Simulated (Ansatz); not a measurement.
Runs of Ansatz 0.2.0 on Ba. Symmetry: Im-3m, No. 229, cubic system. The conventional cell has a = 5.013 Å, b = 5.013 Å, c = 5.013 Å, α = 90.00°, β = 90.00°, γ = 90.00°. Around Ba (site symmetry m-3m) lie 8 Ba at 4.34 Å. 

| task | level | spin | k mesh | cutoff (eV) | points for each segment of the path | q mesh | gap on the mesh (eV) | V0 of scaled cells (Å³/atom) | B0 (GPa) |
| --- | --- | --- | --- | --- | --- | --- | --- | --- | --- |
| band structure | PBEsol | SOC, no magnetisation | 8 × 8 × 8 | 420 | 14 | - | none | - | - |
| equation of state | r2SCAN | off | 8 × 8 × 8 | 500 | - | - | - | (a) | 9 |
| equation of state | PBE | off | 8 × 8 × 8 | 420 | - | - | - | 62.93 | 9 |
| phonons | PBEsol | off | 6 × 6 × 6 | 420 | 8 | 2 × 2 × 2 | none | - | - |

Alike in all rows: potentials or basis Ansatz PAW; cell as given; smearing fermi-dirac 0.05 eV.

Problem. Estimate the missing entries.

Solution. (a) 64.77.

Caveats: the PAW data sets come from PBE, with cores solved anew for the run's functional, which leaves a small shift of forces and pressure (some runs); the PAW data sets were made with another functional, which shifts forces and pressure a little (some runs).

A k mesh can miss the band edges, and rows without SOC leave out spin-orbit coupling on Ba.

A gap of «none» marks a metal or a gap under the smearing width.
